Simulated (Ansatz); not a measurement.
HfC: density of states with BLYP+D4

HfC:

```
CELL_PARAMETERS angstrom
4.65000 0.00000 0.00000
0.00000 4.65000 0.00000
0.00000 0.00000 4.65000
ATOMIC_POSITIONS crystal
Hf 0.50000 0.00000 0.00000
Hf 0.00000 0.50000 0.00000
Hf 0.00000 0.00000 0.50000
Hf 0.50000 0.50000 0.50000
C 0.00000 0.00000 0.00000
C 0.00000 0.50000 0.50000
C 0.50000 0.00000 0.50000
C 0.50000 0.50000 0.00000
```

```
Program             : Ansatz 0.2.0
Task                : density of states
Functional          : BLYP
Dispersion          : D4
Potentials or basis : JTH PAW LDA
Cutoff              : 1230 eV
Density cutoff      : 6150 eV
k mesh              : 6 × 6 × 6
Occupations         : gaussian, width 0.15 eV
Spin                : no spin polarisation
Driver              : chain
Conventional        : yes
```

| Quantity | Value |
| --- | --- |
| Pressure | 1.1 GPa |
| Band gap on the k mesh | none (metal or under the smearing width) |
| Density of states at the Fermi level | 0.68 states/eV per cell |

Levels at points of the mesh, in eV from the Fermi level:
| k point | band 29 | band 30 | band 31 | band 32 | band 33 | band 34 | band 35 | band 36 |
| --- | --- | --- | --- | --- | --- | --- | --- | --- |
| (0.00, 0.00, 0.00) | -0.01 | -0.01 | -0.01 | -0.01 | 1.05 | 1.05 | 1.05 | 1.46 |
| (0.00, 0.00, -0.50) | -0.35 | -0.35 | -0.34 | -0.34 | -0.34 | -0.34 | 3.72 | 3.72 |
| (0.00, -0.50, -0.50) | -2.32 | -2.32 | -2.32 | -2.32 | 3.75 | 3.75 | 3.75 | 3.75 |
| (-0.50, -0.50, -0.50) | -2.91 | -2.91 | -2.91 | -2.91 | 5.25 | 5.25 | 5.25 | 5.25 |

States per cell in windows of 1 eV (zero at the Fermi level; states under -8 eV left out):
| from (eV) | total |
| --- | --- |
| -8.0 | 0.00 |
| -7.0 | 0.00 |
| -6.0 | 0.88 |
| -5.0 | 3.17 |
| -4.0 | 2.87 |
| -3.0 | 11.33 |
| -2.0 | 4.26 |
| -1.0 | 1.47 |
| 0.0 | 1.26 |
| 1.0 | 2.00 |
| 2.0 | 2.71 |
| 3.0 | 3.73 |
| 4.0 | 5.29 |
| 5.0 | 8.13 |
| 6.0 | 5.15 |
| 7.0 | 3.39 |

Wall time 19 s on 2 threads of Arm Neoverse V2 (shared host), peak memory 1 GiB.

Caveat: the potentials were made for another functional, which shifts forces and pressure; pairwise dispersion overbinds metals, which lowers pressure and volume. The run has no spin-orbit coupling, so splittings on Hf are missing.
